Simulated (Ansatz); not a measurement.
Wanted: the native input for an Ansatz 0.2.0 run.

```
Task                                : band structure
Functional                          : BLYP
Potentials or basis                 : Ansatz PAW
Cutoff                              : 420 eV (not typed: the program's choice for these potentials)
k mesh                              : 10 × 10 × 9
Occupations                         : fermi-dirac, width 0.05 eV
Spin                                : no spin polarisation
Path                                : [["G", "M", "K", "G", "A", "L", "H", "A"], ["L", "M"], ["K", "H"]]
Points for each segment of the path : 14
```

WC (Qusongite):

```
CELL_PARAMETERS angstrom
2.90650 0.00000 0.00000
-1.45325 2.51710 0.00000
0.00000 0.00000 2.83660
ATOMIC_POSITIONS crystal
W 0.00000 0.00000 0.00000
C 0.66667 0.33333 0.50000
```

The input as run:

input.yaml

```yaml
crystal:
  lattice:
    - [2.9065, 0.0, 0.0]
    - [-1.45325, 2.5171028361, 0.0]
    - [0.0, 0.0, 2.8366]
  atoms:
    - { symbol: W, position: [0.0, 0.0, 0.0] }
    - { symbol: C, position: [0.6666666667, 0.3333333333, 0.5] }
hamiltonian:
  xc: blyp
  pseudopotentials: { kind: paw }
kpoints:
  mp_grid: { grid: [10, 10, 9] }
  band_path:
    path:
      - [[0.0, 0.0, 0.0], [0.5, 0.0, 0.0], [0.3333333333, 0.3333333333, 0.0], [0.0, 0.0, 0.0], [0.0, 0.0, 0.5], [0.5, 0.0, 0.5], [0.3333333333, 0.3333333333, 0.5], [0.0, 0.0, 0.5]]
      - [[0.5, 0.0, 0.5], [0.5, 0.0, 0.0]]
      - [[0.3333333333, 0.3333333333, 0.0], [0.3333333333, 0.3333333333, 0.5]]
    npoints: 14
scf:
  occupations: { method: fermi_dirac, width: 0.05 }
  n_extra_bands: 6
output:
  forces: true
  stress: true
  eigenvalues: true
  fatbands: false
```

Potentials or basis: Ansatz PAW.

The run is started by

```console
$ ansatz run input.yaml --threads 2 --pin off --max-ram 5632MiB --backend cpu --events-out ev --progress --plain --runs-dir out
```

It gave:

The pressure is 18.5 GPa and the band gap on the k mesh is none (metal or under the smearing width).

Caveat: so large a pressure means that the cell lies far from this level's equilibrium, or that cutoff or potentials fall short; the pressure holds a Pulay correction of +0.3 GPa for the finite cutoff; spin-orbit coupling is left out, which moves the levels of the heavy elements; the PAW data sets come from PBE, with cores solved anew for the run's functional, which leaves a small shift of forces and pressure.

It took 3.3 s on 2 threads of Intel(R) Xeon(R) Processor @ 2.70GHz, with other jobs on the host, peak memory 0.32 GiB.
